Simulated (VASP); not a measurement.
# Ge2Sb2Te5 (P-3m1) in VASP: single point with PBE

Aim: the single point of Ge2Sb2Te5 with PBE.

Program: VASP 6.6.1. These are calculated values, not measurements. Logs are shortened: lines on timing, memory, paths and dates and some standing lists are left out, and cuts for length are marked.

## Step 1: The structure

It takes space group P-3m1 (No. 164, trigonal). Conventional cell: a = 4.263 Å, b = 4.263 Å, c = 18.113 Å, α = 90.00°, β = 90.00°, γ = 120.00°. Te (site symmetry -3m) is surrounded by 6 Sb at 3.19 Å. Te (site symmetry 3m) has 3 Sb at 3.02 Å and 3 Ge at 3.32 Å as nearest neighbours. Te (site symmetry 3m) has 3 Ge at 2.84 Å as nearest neighbours. Sb (site symmetry 3m) has 6 Te at 3.02 to 3.19 Å as nearest neighbours. Around Ge (site symmetry 3m) lie 3 Te at 2.84 Å.

The cell was built by a generator and needn't be a form met in nature.

## Step 2: Single point, PBE

Contents of INCAR:

```
SYSTEM = Ge2Sb2Te5
PREC = Accurate
ENCUT = 520
EDIFF = 1E-7
ISMEAR = 0
SIGMA = 0.03
LREAL = .False.
LASPH = .True.
NELM = 100
ALGO = Fast
ISIF = 2
LWAVE = .False.
LCHARG = .False.
GGA = PE
NBANDS = 44
```

Contents of KPOINTS:

```
Automatic mesh
0
Gamma
  10 10 2
  0 0 0
```

Contents of POSCAR:

```
Ge2Sb2Te5
1.0
    4.2630038095      0.0000000000      0.0000000000
   -2.1315019048      3.6918695955      0.0000000000
    0.0000000000      0.0000000000     18.1132074457
Te Sb Ge
5 2 2
Direct
    0.0000000000      0.0000000000      0.0000000000
    0.6666666667      0.3333333333      0.2084469060
    0.3333333333      0.6666666667      0.4094136146
    0.6666666667      0.3333333333      0.5905863854
    0.3333333333      0.6666666667      0.7915530940
    0.3333333333      0.6666666667      0.1120182807
    0.6666666667      0.3333333333      0.8879817193
    0.0000000000      0.0000000000      0.3312317077
    0.0000000000      0.0000000000      0.6687682923
```

Potentials or basis: VASP PAW PBE potentials, release 64 (Te, Sb, Ge_d).

Run with:

```
> cat potpaw_PBE.64/Te/POTCAR potpaw_PBE.64/Sb/POTCAR potpaw_PBE.64/Ge_d/POTCAR > POTCAR
> mpirun -np 1 vasp_std > vasp.out
```

OUTCAR:

```text
SYSTEM = Ge2Sb2Te5
   PREC = Accurate
   ENCUT = 520
   EDIFF = 1E-7
   ISMEAR = 0
   LREAL = .False.
   LASPH = .True.
   NELM = 100
   ISIF = 2
   GGA = PE

 ion  position               nearest neighbor table
   1  0.000  0.000  0.000-   6 3.19   7 3.19   7 3.19   6 3.19   7 3.19   6 3.19
   2  0.667  0.333  0.208-   6 3.02   6 3.02   6 3.02
   3  0.333  0.667  0.409-   8 2.84   8 2.84   8 2.84
   4  0.667  0.333  0.591-   9 2.84   9 2.84   9 2.84
   5  0.333  0.667  0.792-   7 3.02   7 3.02   7 3.02
   6  0.333  0.667  0.112-   2 3.02   2 3.02   2 3.02   1 3.19   1 3.19   1 3.19
   7  0.667  0.333  0.888-   5 3.02   5 3.02   5 3.02   1 3.19   1 3.19   1 3.19
   8  0.000  0.000  0.331-   3 2.84   3 2.84   3 2.84
   9  0.000  0.000  0.669-   4 2.84   4 2.84   4 2.84

  LATTYP: Found a hexagonal cell.
 ALAT       =     4.2630038095
 C/A-ratio  =     4.2489306262

  Lattice vectors:

 A1 = (   4.2630038095,   0.0000000000,   0.0000000000)
 A2 = (  -2.1315019048,   3.6918695955,   0.0000000000)
 A3 = (   0.0000000000,   0.0000000000,  18.1132074457)

Analysis of symmetry for initial positions (statically):
=====================================================================
 Subroutine PRICEL returns:
 Original cell was already a primitive cell.

 Routine SETGRP: Setting up the symmetry group for a
 hexagonal supercell.

 Subroutine GETGRP returns: Found 12 space group operations
 (whereof 12 operations were pure point group operations)
 out of a pool of 24 trial point group operations.

The static configuration has the point symmetry D_3d.

Analysis of symmetry for dynamics (positions and initial velocities):
=====================================================================
 Subroutine PRICEL returns:
 Original cell was already a primitive cell.

 Routine SETGRP: Setting up the symmetry group for a
 hexagonal supercell.

 Subroutine GETGRP returns: Found 12 space group operations
 (whereof 12 operations were pure point group operations)
 out of a pool of 24 trial point group operations.

The dynamic configuration has the point symmetry D_3d.

 Subroutine INISYM returns: Found 12 space group operations
 (whereof 12 operations are pure point group operations),
 and found     1 'primitive' translations

----------------------------------------------------------------------------------------

[... 113 lines left out ...]
   ISYM   =      2    0-nonsym 1-usesym 2-fastsym
   POTIM  = 0.5000    time-step for ionic-motion
   TEBEG  =    0.0;   TEEND  =   0.0 temperature during run
   PSTRESS=    0.0 pullay stress
   NELECT =      68.0000    total number of electrons
   NUPDOWN=      -1.0000    fix difference up-down
   EMIN   =  10.00;   EMAX   =-10.00  energy-range for DOS
   EFERMI =   0.00;   METHOD = LEGACY
   ISMEAR =     0;   SIGMA  =   0.03  broadening in eV -4-tet -1-fermi 0-gaus
   EFERMI_NEDOS =   21; number of points for ismear=-14 and -15
   IALGO  =     68    algorithm
   IMIX   =      4    mixing-type and parameters
     AMIX     =   0.40;   BMIX     =  1.00
     AMIX_MAG =   1.60;   BMIX_MAG =  1.00
  volume/ion in A,a.u.               =      31.67       213.75
  Fermi-wavevector in a.u.,A,eV,Ry     =   1.015294  1.918628 14.025195  1.030823
  Thomas-Fermi vector in A             =   2.148572
   LORBIT       =      0    0 simple, 1 ext, 2 COOP (PROOUT), +10 PAW based schemes
   GGA     = PE    functional components
   LHFCALC =     F    Hartree Fock is set to
   AEXX    =    0.0000 exact exchange contribution
   IVDW    =     0    specifies the selected vdW correction
   LEPSILON=     F    determine dielectric tensor
   LRPA    =     F    only Hartree local field effects (RPA)
 non-spin polarized calculation
 RMM-DIIS sequential band-by-band and
 Gauss-broadening in eV      SIGMA  =   0.03
  energy-cutoff  :      520.00
  volume of cell :      285.07
 maximum number of plane-waves:      7726
 NGX is ok and might be reduce to    32
   NGX = 15   NGY = 15   NGZ = 67

 number of electron      68.0000025 magnetization

 Free energy of the ion-electron system (eV)
  ---------------------------------------------------
  ext. energy  EPLUGINS =         0.00000000
  ---------------------------------------------------
  free energy    TOTEN  =       -33.85212456 eV

  energy without entropy =      -33.85207272  energy(sigma->0) =      -33.85209864

 E-fermi :   5.9008     XC(G=0):  -9.1892

 val. band max:        5.8492821381   @ k =   0.1000   0.0000   0.5000
 cond. band min:       5.9470763246   @ k =   0.5000   0.0000   0.5000
 fundamental gap:      0.0977941866
 Fermi energy:         5.9007596995

 k-point     1 :       0.0000    0.0000    0.0000
  band No.  band energies     occupation
      1     -18.9751      2.00000
      2     -18.9751      2.00000
      3     -18.9751      2.00000
      4     -18.9751      2.00000
      5     -18.9633      2.00000
      6     -18.9633      2.00000
[... 1117 lines left out ...]
     43       9.1627      0.00000
     44       9.4101      0.00000

 [... further k-points ...]

------------------------ aborting loop because EDIFF is reached ----------------------------------------

  FORCE on cell =-STRESS in cart. coord.  units (eV):
  Direction    XX          YY          ZZ          XY          YZ          ZX
  --------------------------------------------------------------------------------------
  -------------------------------------------------------------------------------------
  Total       -0.0360658     -0.0360658     -0.0321150      0.0000000      0.0000000     -0.0000000
  in kB       -0.2026974     -0.2026974     -0.1804935      0.0000000      0.0000000     -0.0000000
  external PRESSURE =      -0.1952961 kB  Pullay stress =       0.0000000 kB

 VOLUME and BASIS-vectors are now :
 -----------------------------------------------------------------------------
  energy-cutoff  :      520.00
  volume of cell :      285.07
      direct lattice vectors                 reciprocal lattice vectors
     4.263003809  0.000000000  0.000000000     0.234576380  0.135432736  0.000000000
    -2.131501905  3.691869596  0.000000000     0.000000000  0.270865472  0.000000000
     0.000000000  0.000000000 18.113207446     0.000000000  0.000000000  0.055208334

 POSITION                                       TOTAL-FORCE (eV/Angst)
 -----------------------------------------------------------------------------------
      0.00000      0.00000      0.00000        -0.000000      0.000000      0.000000
      2.13150      1.23062      3.77564        -0.000000      0.000000      0.014731
     -0.00000      2.46125      7.41579         0.000000      0.000000      0.013428
      2.13150      1.23062     10.69741        -0.000000     -0.000000     -0.013428
     -0.00000      2.46125     14.33757        -0.000000     -0.000000     -0.014731
     -0.00000      2.46125      2.02901        -0.000000     -0.000000     -0.017708
      2.13150      1.23062     16.08420        -0.000000      0.000000      0.017708
      0.00000      0.00000      5.99967         0.000000      0.000000     -0.015973
      0.00000      0.00000     12.11354        -0.000000     -0.000000      0.015973
 -----------------------------------------------------------------------------------
    total drift:                               -0.000000     -0.000000      0.000000

  FREE ENERGIE OF THE ION-ELECTRON SYSTEM (eV)
  ---------------------------------------------------
  free  energy   TOTEN  =       -33.8521245565 eV

  energy  without entropy=      -33.8520727186  energy(sigma->0) =      -33.85209864
```

Run time: 8 min. Hardware: 1 thread of Intel Xeon Platinum 8259CL at 2.50GHz (Skylake/Cascade Lake), shared host; peak memory 0.57 GiB.

Results:

* Free energy: -33.8521 eV
* Pressure: 0.0 GPa
* Largest force: 0.018 eV/Å
* Band gap on the k mesh: 0.10 eV, indirect (least direct gap 0.17 eV)

Forces on the atoms (eV/Å):
```
Te   0.000  0.000  0.000
Te   0.000  0.000  0.015
Te   0.000  0.000  0.013
Te   0.000  0.000 -0.013
Te   0.000  0.000 -0.015
Sb   0.000  0.000 -0.018
Sb   0.000  0.000  0.018
Ge   0.000  0.000 -0.016
Ge   0.000  0.000  0.016
```

Levels at points of the mesh, in eV from the valence-band top:
| k point | band 30 | band 31 | band 32 | band 33 | band 34 | band 35 | band 36 | band 37 | band 38 | band 39 |
| --- | --- | --- | --- | --- | --- | --- | --- | --- | --- | --- |
| (0.00, 0.00, 0.00) | -1.36 | -1.36 | -1.25 | -1.11 | -0.08 | 0.18 | 0.18 | 0.19 | 1.07 | 1.07 |
| (0.50, 0.00, 0.00) | -2.37 | -1.90 | -1.72 | -1.25 | -1.19 | 0.41 | 0.48 | 0.70 | 1.40 | 1.84 |
| (0.00, 0.00, 0.50) | -1.43 | -1.41 | -1.41 | -0.97 | -0.09 | 0.19 | 0.19 | 0.19 | 1.03 | 1.03 |
| (0.50, 0.00, 0.50) | -2.41 | -2.02 | -1.89 | -1.66 | -0.69 | 0.10 | 0.63 | 0.87 | 1.55 | 1.92 |

Caveat: spin-orbit coupling is left out, which moves the levels of the heavy elements; this functional lacks dispersion, which binds the layers, so the pressure and a relaxed spacing across them are unreliable.
